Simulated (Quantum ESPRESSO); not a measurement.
## CsH: zone-centre phonons and dielectric response under several settings

```
Cs H
1.0
     0.00000    3.18800    3.18800
     3.18800    0.00000    3.18800
     3.18800    3.18800    0.00000
Cs H
1 1
Direct
  0.00000 0.00000 0.00000
  0.50000 0.50000 0.50000
```

All runs used Quantum ESPRESSO 7.5; k mesh 4 × 4 × 4, shifted; given cell, atoms relaxed; no spin polarisation; occupations smeared at first, fixed for the response.

```csv
level,potentials,cutoff (eV),pressure (GPa),lowest optical mode without the field (cm⁻¹),highest mode with the field (cm⁻¹),ε∞ (mean),ε0 (mean)
LDA,GBRV 1.5 LDA,612,-1.3,348,646,3.23,11.1
LDA,JTH 2.0 LDA,707,-1.4,354,649,3.24,10.9
LDA,PseudoDojo 0.4.1 SR LDA standard,1007,?,?,?,?,?
LDA,PseudoDojo 0.4.1 SR LDA stringent,1007,-1.3,350,647,3.23,11.0
```

What stands in the row left open?

Pressure -1.3 GPa; lowest optical mode without the field 350 cm⁻¹; highest mode with the field 647 cm⁻¹; ε∞ 3.23; ε0 11.0.
